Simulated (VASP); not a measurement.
# Ge in VASP: relaxation of cell and atoms with r2SCAN+rVV10

Aim: the relaxation of cell and atoms of Ge with r2SCAN+rVV10.

Program: VASP 6.6.1. These are calculated values, not measurements. Logs are shortened: lines on timing, memory, paths and dates and some standing lists are left out, and cuts for length are marked.

**1. The sheet as given**

The cell holds a sheet with vacuum, 2 atoms: a = 4.030 Å, b = 4.030 Å, c = 16.680 Å, α = 90.00°, β = 90.00°, γ = 120.00°.

The cell was built by a generator and needn't be a form met in nature.

**2. Relaxation of cell and atoms, r2SCAN+rVV10**

Contents of INCAR:

```
ALGO = Normal
BPARAM = 11.95
CPARAM = 0.0093
EDIFF = 1E-7
EDIFFG = -0.005
ENCUT = 600
IBRION = 2
ISIF = 3
ISMEAR = 0
IVDW_NL = 2
KPAR = 4
LASPH = T
LATTICE_CONSTRAINTS = .TRUE. .TRUE. .FALSE.
LCHARG = F
LMIXTAU = T
LREAL = F
LUSE_VDW = T
LWAVE = F
METAGGA = R2SCAN
NELM = 120
NSW = 60
PREC = Accurate
SIGMA = 0.03
```

Contents of KPOINTS:

```
k-points
0
Gamma
  12 12 1
```

Contents of POSCAR:

```
Ge
1.0
    4.0300000000      0.0000000000      0.0000000000
   -2.0150000000      3.4900823800      0.0000000000
    0.0000000000      0.0000000000     16.6800000000
Ge
2
Direct
    0.3333330000      0.6666670000      0.4796163100
    0.6666670000      0.3333330000      0.5203836900
```

Potentials or basis: VASP PAW PBE potentials, release 64 (Ge_d).

On the command line:

```console
> cat potpaw_PBE.64/Ge_d/POTCAR > POTCAR
> mpirun -np 4 vasp_std > vasp.out
```

OUTCAR:

```text
BPARAM = 11.95
   EDIFF = 1E-7
   EDIFFG = -0.005
   ENCUT = 600
   IBRION = 2
   ISIF = 3
   ISMEAR = 0
   IVDW_NL = 2
   LASPH = T
   LREAL = F
   METAGGA = R2SCAN
   NELM = 120
   NSW = 60
   PREC = Accurate

 ion  position               nearest neighbor table
   1  0.333  0.667  0.480-   2 2.42   2 2.42   2 2.42
   2  0.667  0.333  0.520-   1 2.42   1 2.42   1 2.42

  LATTYP: Found a hexagonal cell.
 ALAT       =     4.0300000000
 C/A-ratio  =     4.1389578164

  Lattice vectors:

 A1 = (   4.0300000000,   0.0000000000,   0.0000000000)
 A2 = (  -2.0150000000,   3.4900823800,   0.0000000000)
 A3 = (   0.0000000000,   0.0000000000,  16.6800000000)

Analysis of symmetry for initial positions (statically):
=====================================================================
 Subroutine PRICEL returns:
 Original cell was already a primitive cell.

 Routine SETGRP: Setting up the symmetry group for a
 hexagonal supercell.

 Subroutine GETGRP returns: Found 12 space group operations
 (whereof 12 operations were pure point group operations)
 out of a pool of 24 trial point group operations.

The static configuration has the point symmetry D_3d.

Analysis of symmetry for dynamics (positions and initial velocities):
=====================================================================
 Subroutine PRICEL returns:
 Original cell was already a primitive cell.

 Routine SETGRP: Setting up the symmetry group for a
 hexagonal supercell.

 Subroutine GETGRP returns: Found 12 space group operations
 (whereof 12 operations were pure point group operations)
 out of a pool of 24 trial point group operations.

The dynamic configuration has the point symmetry D_3d.

 Subroutine INISYM returns: Found 12 space group operations
 (whereof 12 operations are pure point group operations),
 and found     1 'primitive' translations

----------------------------------------------------------------------------------------

                                     Primitive cell

  volume of cell :     234.6047

  direct lattice vectors                    reciprocal lattice vectors
     4.030000000  0.000000000  0.000000000     0.248138958  0.143263094  0.000000000
    -2.015000000  3.490082380  0.000000000     0.000000000  0.286526188  0.000000000
[... 82 lines left out ...]
   NSW    =     60    number of steps for IOM
   IBRION =      2    ionic relax: 0-MD 1-quasi-New 2-CG
   NFREE  =      1    steps in history (QN), initial steepest desc. (CG)
   ISIF   =      3    stress and relaxation
   ISYM   =      2    0-nonsym 1-usesym 2-fastsym
   POTIM  = 0.5000    time-step for ionic-motion
   TEBEG  =    0.0;   TEEND  =   0.0 temperature during run
   PSTRESS=    0.0 pullay stress
   NELECT =      28.0000    total number of electrons
   NUPDOWN=      -1.0000    fix difference up-down
   EMIN   =  10.00;   EMAX   =-10.00  energy-range for DOS
   EFERMI =   0.00;   METHOD = LEGACY
   ISMEAR =     0;   SIGMA  =   0.03  broadening in eV -4-tet -1-fermi 0-gaus
   EFERMI_NEDOS =   21; number of points for ismear=-14 and -15
   IALGO  =     38    algorithm
   IMIX   =      4    mixing-type and parameters
     AMIX     =   0.40;   BMIX     =  1.00
     AMIX_MAG =   1.60;   BMIX_MAG =  1.00
  volume/ion in A,a.u.               =     117.30       791.60
  Fermi-wavevector in a.u.,A,eV,Ry     =   0.806025  1.523167  8.839386  0.649677
  Thomas-Fermi vector in A             =   1.914380
   LORBIT       =      0    0 simple, 1 ext, 2 COOP (PROOUT), +10 PAW based schemes
   METAGGA = R2SCAN    functional components
   LHFCALC =     F    Hartree Fock is set to
   AEXX    =    0.0000 exact exchange contribution
   IVDW_NL    =     2    kernel type
   BPARAM     =11.9500
   IVDW    =     0    specifies the selected vdW correction
   LEPSILON=     F    determine dielectric tensor
   LRPA    =     F    only Hartree local field effects (RPA)
 conjugate gradient relaxation of ions
 non-spin polarized calculation
 Gauss-broadening in eV      SIGMA  =   0.03
  energy-cutoff  :      600.00
  volume of cell :      234.60
 maximum number of plane-waves:      7854
   NGX = 17   NGY = 17   NGZ = 67

--------------------------------------- Ionic step        1  -------------------------------------------

 number of electron      27.9999993 magnetization

 Free energy of the ion-electron system (eV)
  ---------------------------------------------------
  ext. energy  EPLUGINS =         0.00000000
  ---------------------------------------------------
  free energy    TOTEN  =       -25.56186414 eV

  energy without entropy =      -25.56139398  energy(sigma->0) =      -25.56162906

------------------------ aborting loop because EDIFF is reached ----------------------------------------

  FORCE on cell =-STRESS in cart. coord.  units (eV):
  Direction    XX          YY          ZZ          XY          YZ          ZX
  --------------------------------------------------------------------------------------
  -------------------------------------------------------------------------------------
  Total       -0.9237470     -0.9237470     -0.1497615      0.0000000      0.0000000      0.0000000
  in kB       -6.3085107     -6.3085107     -1.0227604      0.0000000      0.0000000      0.0000000
  external PRESSURE =      -4.5465939 kB  Pullay stress =       0.0000000 kB
[... 89 lines left out ...]
  FREE ENERGIE OF THE ION-ELECTRON SYSTEM (eV)
  ---------------------------------------------------
  free  energy   TOTEN  =       -25.5773888234 eV

  energy  without entropy=      -25.5769186655  energy(sigma->0) =      -25.57715374

[... ionic steps 4 to 7 ...]

--------------------------------------- Ionic step        8  -------------------------------------------

 number of electron      27.9999995 magnetization

------------------------ aborting loop because EDIFF is reached ----------------------------------------
[... 67 lines left out ...]
--------------------------------------- Ionic step       10  -------------------------------------------

 number of electron      27.9999995 magnetization

 Free energy of the ion-electron system (eV)
  ---------------------------------------------------
  ext. energy  EPLUGINS =         0.00000000
  ---------------------------------------------------
  free energy    TOTEN  =       -25.57939804 eV

  energy without entropy =      -25.57892788  energy(sigma->0) =      -25.57916296

 E-fermi :  -2.8119     XC(G=0):  -2.7994

 val. band max:       -2.8119084624   @ k =   0.3333   0.3333   0.0000
 cond. band min:      -2.8118797459   @ k =   0.3333   0.3333   0.0000
 fundamental gap:      0.0000287165
 Fermi energy:        -2.8118941041

 k-point     1 :       0.0000    0.0000    0.0000
  band No.  band energies     occupation
      1     -28.0943      2.00000
      2     -28.0943      2.00000
      3     -28.0366      2.00000
      4     -28.0366      2.00000
      5     -28.0340      2.00000
      6     -27.9297      2.00000
[... 417 lines left out ...]
  FREE ENERGIE OF THE ION-ELECTRON SYSTEM (eV)
  ---------------------------------------------------
  free  energy   TOTEN  =       -25.5793980382 eV

  energy  without entropy=      -25.5789278804  energy(sigma->0) =      -25.57916296

 reached required accuracy - stopping structural energy minimisation
```

OSZICAR:

```text
N       E                     dE             d eps       ncg     rms          rms(c)
DAV:   1     0.150263161552E+03    0.15026E+03   -0.16026E+04   804   0.213E+03
DAV:   2    -0.913077604628E+01   -0.15939E+03   -0.15611E+03   910   0.359E+02
DAV:   3    -0.274522099940E+02   -0.18321E+02   -0.17706E+02   852   0.137E+02
[... 215 lines left out ...]
DAV:  10    -0.255793968869E+02   -0.11178E-05   -0.42768E-07   532   0.592E-03    0.127E-04
DAV:  11    -0.255793974725E+02   -0.58564E-06   -0.76469E-07   564   0.722E-03    0.112E-04
DAV:  12    -0.255793976030E+02   -0.13044E-06   -0.37226E-07   540   0.587E-03    0.983E-05
DAV:  13    -0.255793979513E+02   -0.34831E-06   -0.30726E-07   534   0.487E-03    0.490E-05
DAV:  14    -0.255793980382E+02   -0.86965E-07   -0.12798E-07   530   0.322E-03
  10 F= -.25579398E+02 E0= -.25579163E+02  d E =-.182297E-04
```

Wall time 45 min (4 MPI ranks of Intel Xeon 6975P-C (Granite Rapids), shared host); peak memory 0.97 GiB.

Results:

| Quantity | Value |
| --- | --- |
| Free energy | -25.5794 eV |
| Relaxed volume | 114.42 Å³/atom |
| Relaxed cell | a = 3.980 Å, b = 3.980 Å, c = 16.680 Å, α = 90.00°, β = 90.00°, γ = 120.00° |
| Space group after relaxing (to 0.05 Å) | P-3m1 (No. 164) |
| Energy gained by relaxing | 8.8 meV/atom |
| Ionic steps | 10 |
| Band gap on the k mesh | none (metal or under the smearing width) |

Step by step:
```
step  energy change (eV)  largest force (eV/Å)  pressure (GPa)  volume (Å³)
   1              0.0000                0.2150           -0.45       234.60
   2             -0.0105                0.0246            0.30       224.27
   3             -0.0155                0.0933            0.01       227.85
   4             -0.0155                0.0958            0.00       227.98
   5             -0.0163                0.0749           -0.01       228.23
   6             -0.0175                0.0122           -0.02       228.99
   7             -0.0175                0.0014           -0.02       229.09
   8             -0.0175                0.0041           -0.02       229.06
   9             -0.0175                0.0063            0.02       228.60
  10             -0.0175                0.0011            0.00       228.83
```

Final structure:
```
Ge
1.0
     3.98010    0.00000    0.00000
    -1.99005    3.44686    0.00000
     0.00000    0.00000   16.68000
Ge
2
Cartesian
  0.0000 2.2979 8.0260
  1.9900 1.1490 8.6540
```

Caveat: the PAW data sets were made with another functional, which shifts forces and pressure a little.
